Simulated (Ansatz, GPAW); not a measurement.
# KF with PBE in single-zeta orbitals from a Python script

These are simulated results from GPAW 26.7.0, not measurements. The cell was built from a prototype and was relaxed with r2SCAN in plane waves (Ansatz 0.2.0). Not every such cell is a known phase. All runs are without spin polarisation.

Space group P6_3/mmc (No. 194), hexagonal; conventional cell a = 4.485 Å, c = 5.272 Å, 22.96 Å³ an atom. Around K lie 5 F at 2.59–2.64 Å; around F lie 5 K at 2.59–2.64 Å.

The basis is minimal: single zeta, one radial function for each shell that the log's basis lists. It describes the filled bands fairly and the empty ones poorly.

Input script:

```python
import json
from ase import Atoms
from gpaw import GPAW, PW, FermiDirac

atoms = Atoms(['K', 'K', 'F', 'F'],
              cell=[[4.48471572, 0.0, 0.0], [-2.24235786, 3.88387775, 0.0], [0.0, 0.0, 5.271695]],
              scaled_positions=[[0.333333333, 0.666666667, 0.25], [0.666666667, 0.333333333, 0.75], [0.666666667, 0.333333333, 0.25], [0.333333333, 0.666666667, 0.75]],
              pbc=True)
calc = GPAW(mode='lcao', basis='sz(dzp)', h=0.2, xc='PBE', kpts={'size': (6, 6, 4), 'gamma': True},
            occupations=FermiDirac(0.02), maxiter=100, legacy_gpaw=True, txt='gpaw.txt')
atoms.calc = calc
res = {'energy': atoms.get_potential_energy(force_consistent=True)}
res['electrons'] = calc.get_number_of_electrons()
res['k'] = calc.get_ibz_k_points().tolist()
res['levels'] = [calc.get_eigenvalues(kpt=i).tolist() for i in range(len(res['k']))]
points = [[0.0, 0.0, 0.0], [0.5, 0.0, 0.0], [0.333333, 0.333333, 0.0], [0.0, 0.0, 0.5], [0.5, 0.0, 0.5], [0.333333, 0.333333, 0.5]]
bands = calc.fixed_density(kpts=points, symmetry='off', txt='bands.txt')
res['points'] = [bands.get_eigenvalues(kpt=i).tolist() for i in range(len(points))]
json.dump(res, open('results.json', 'w'))
print('free energy (eV):', round(res['energy'], 5))
```

Command: `python run.py`. It took 3 min on 1 thread of Arm Neoverse V1 (shared host), peak memory 0.19 GiB.

The log gpaw.txt, trimmed of paths, versions and times, then the last line on the terminal. An iter line gives the energy in eV and the logarithms of the changes of orbitals (plane waves alone) and density (c: converged):

```
___ ___ ___ _ _ _
 |   |   |_  | | | |

 | | | | | . | | | |

 |__ |  _|___|_____|  26.7.0
 |___|_|

Input parameters:
  basis: sz(dzp)
  h: 0.2
  kpts: {gamma: True,
         size: (6, 6, 4)}
  maxiter: 100
  mode: lcao
  occupations: {fixmagmom: False,
                name: fermi-dirac,
                width: 0.02}
  xc: PBE

System changes: positions, numbers, cell, pbc, initial_charges, initial_magmoms

Initialize ...

species:
  K:
    name:    Potassium
    Z:       19.0
    valence: 9
    core:    10
    charge:  0.0  # [|e|]
    compensation charges:
      type: gauss
      rc: 0.35  # [Å]
      lmax: 2
    cutoffs:
      filter: 1.91  # [Å]
      core: 1.27  # [Å]
    projectors
    | kind |    occ | energy [eV] | rcut [Å] |

    |------|--------|-------------|----------|

    |   3s |  2.000 |     -35.338 |    1.122 |

    |   4s |  1.000 |      -2.319 |    1.122 |

    |   3p |  6.000 |     -18.813 |    1.106 |

    |    p |        |       8.398 |    1.106 |

    |    d |        |       0.000 |    0.937 |

    LCAO basis set for K:
      Name: sz(dzp)
      Number of radial functions: 4
      Number of spherical harmonics: 8
        l=0, rc=4.2656 Bohr: 3s-sz confined orbital
        l=0, rc=13.1094 Bohr: 4s-sz confined orbital
        l=1, rc=5.0312 Bohr: 3p-sz confined orbital
        l=1, rc=16.0000 Bohr: 4p-sz confined orbital
      Number of RI-basis functions 0

  F:
    name:    Fluorine
    Z:       9.0
    valence: 7
    core:    2
    charge:  0.0  # [|e|]
    compensation charges:
      type: gauss
      rc: 0.20  # [Å]
      lmax: 2
    cutoffs:
      filter: 1.14  # [Å]
      core: 0.74  # [Å]
    projectors
    | kind |    occ | energy [eV] | rcut [Å] |

    |------|--------|-------------|----------|

    |   2s |  2.000 |     -29.898 |    0.635 |

    |   2p |  5.000 |     -11.110 |    0.635 |

    |    s |        |      -2.687 |    0.635 |

    |    p |        |      16.102 |    0.635 |

    |    d |        |       0.000 |    0.635 |

    LCAO basis set for F:
      Name: sz(dzp)
      Number of radial functions: 2
      Number of spherical harmonics: 4
        l=0, rc=3.8594 Bohr: 2s-sz confined orbital
        l=1, rc=4.8750 Bohr: 2p-sz confined orbital
      Number of RI-basis functions 0

Reference energy: -38192.668007  # eV

Spin-paired calculation

Convergence criteria:
 Maximum [total energy] change in last 3 cyles: 0.0005 eV / valence electron
 Maximum integral of absolute [dens]ity change: 0.0001 electrons / valence electron
 Maximum integral of absolute [eigenst]ate change: 4e-08 eV^2 / valence electron
 Maximum number of scf [iter]ations: 100
 (Square brackets indicate name in SCF output, whereas a 'c' in
 the SCF output indicates the quantity has converged.)

Symmetries present (total): 4

  ( 1  0  0)  ( 1  0  0)  (-1  0  0)  (-1  0  0)
  ( 0  1  0)  (-1 -1  0)  ( 1  1  0)  ( 0 -1  0)
  ( 0  0  1)  ( 0  0 -1)  ( 0  0  1)  ( 0  0 -1)

144 k-points: 6 x 6 x 4 Monkhorst-Pack grid + [1/12,1/12,1/8]
47 k-points in the irreducible part of the Brillouin zone
       k-points in crystal coordinates                weights
   0:     0.00000000    0.00000000    0.00000000          1/144
   1:     0.00000000    0.00000000    0.25000000          2/144
   2:     0.00000000    0.00000000    0.50000000          1/144
   3:     0.00000000    0.16666667   -0.25000000          2/144
   4:     0.00000000    0.16666667    0.00000000          2/144
   5:     0.00000000    0.16666667    0.25000000          2/144
   6:     0.00000000    0.16666667    0.50000000          2/144
   7:     0.00000000    0.33333333   -0.25000000          2/144
   8:     0.00000000    0.33333333    0.00000000          2/144
   9:     0.00000000    0.33333333    0.25000000          2/144
          ...
  46:     0.50000000    0.50000000    0.50000000          2/144

Wave functions: LCAO
  Diagonalizer: Serial LAPACK
  Atomic Correction: dense with blas
  Data-type: complex

Occupation numbers: Fermi-Dirac:
  width: 0.0200  # eV

Eigensolver
   LCAO using direct dense diagonalizer

Densities:
  Coarse grid: 20*20*28 grid
  Fine grid: 40*40*56 grid
  Total Charge: 0.000000

Density mixing:
  Method: separate
  Backend: msr1
  Linear mixing parameter: 0.05
  old densities: 10
  Width of damping distribution: 1.1
  Damping of long wavelength oscillations: 20

Hamiltonian:
  XC and Coulomb potentials evaluated on a 40*40*56 grid
  Using the PBE Exchange-Correlation functional
  Interpolation: tri-quintic (5. degree polynomial)
  Poisson solver: FastPoissonSolver using
    Stencil: 8*3+1=25 point O(h^6) finite-difference Laplacian
    FFT axes: [np.int64(0), np.int64(1), np.int64(2)]
    FST axes: []

XC parameters: PBE with 2 nearest neighbor stencil

Memory estimate:
  Process memory now: 116.14 MiB
  Calculator: 32.41 MiB
    Density: 11.44 MiB
      Arrays: 2.22 MiB
      Localized functions: 7.51 MiB
      Mixer: 1.71 MiB
    Hamiltonian: 1.98 MiB
      Arrays: 1.45 MiB
      XC: 0.00 MiB
      Poisson: 0.00 MiB
      vbar: 0.52 MiB
    Wavefunctions: 18.99 MiB
      C [qnM]: 0.31 MiB
      S, T [2 x qmm]: 0.83 MiB
      P [aqMi]: 0.06 MiB
      BasisFunctions: 17.80 MiB
      Eigensolver: 0.00 MiB

Total number of cores used: 1

Number of atoms: 4
Number of atomic orbitals: 24
Number of bands in calculation: 18
Number of valence electrons: 32
Bands to converge: occupied
Positions:
   0 K     -0.000000    2.589252    1.317924    ( 0.0000,  0.0000,  0.0000)
   1 K      2.242358    1.294626    3.953771    ( 0.0000,  0.0000,  0.0000)
   2 F      2.242358    1.294626    1.317924    ( 0.0000,  0.0000,  0.0000)
   3 F     -0.000000    2.589252    3.953771    ( 0.0000,  0.0000,  0.0000)

Unit cell:
           periodic     x           y           z      points  spacing
  1. axis:    yes    4.484716    0.000000    0.000000    20     0.1942
  2. axis:    yes   -2.242358    3.883878    0.000000    20     0.1942
  3. axis:    yes    0.000000    0.000000    5.271695    28     0.1883

  Lengths:   4.484716   4.484716   5.271695
  Angles:   90.000000  90.000000 120.000000

Effective grid spacing dv^(1/3) = 0.2016

iter:   1   -15.732701        c
iter:   2   -15.153863        c -1.19
iter:   3   -12.932608        c -1.23
iter:   4   -12.848024        c -1.79
iter:   5   -12.863957        c -1.98
iter:   6   -12.852817c       c -2.37
iter:   7   -12.851690c       c -2.84
iter:   8   -12.851628c       c -3.45
iter:   9   -12.851628c       c -4.87c

Converged after 9 iterations.

Energy contributions relative to reference atoms: (reference = -38192.668007)

Kinetic:        +51.915307
Potential:      -43.619896
External:        +0.000000
XC:             -22.373336
Entropy (-ST):   -0.000000
Local:           +1.226297
SIC:             +0.000000
--------------------------
Free energy:    -12.851628
Extrapolated:   -12.851628

Showing only first 2 kpts
 Kpt  Band  Eigenvalues  Occupancy
  0    14      0.15169    2.00000
  0    15      0.15888    2.00000
  0    16      4.32293    0.00000
  0    17     10.30767    0.00000

  1    14      0.19987    2.00000
  1    15      0.20716    2.00000
  1    16      4.83938    0.00000
  1    17      8.05788    0.00000

Fermi level: 1.20388

Gap: 4.099 eV
Transition (v -> c):
  (s=0, k=15, n=15, [0.17, 0.00, 0.00]) -> (s=0, k=0, n=16, [0.00, 0.00, 0.00])
Direct/indirect transitions are different
Direct gap: 4.164 eV
Transition at: (s=0, k=0, n=15, [0.00, 0.00, 0.00])

free energy (eV): -12.85163
```

The gap in the log is over the mesh alone; results.json adds the listed points. PBE in single-zeta orbitals gives a gap of 4.10 eV. On the same cell, plane-wave PBE (Ansatz, 6×6×6 k points and the special points) gives a gap of 5.38 eV and r2SCAN a gap of 5.96 eV; on shared hosts these took about 4 and 11 core-seconds on the 4-atom cell, against 180 for the script. Semilocal gaps usually lie below measured ones.
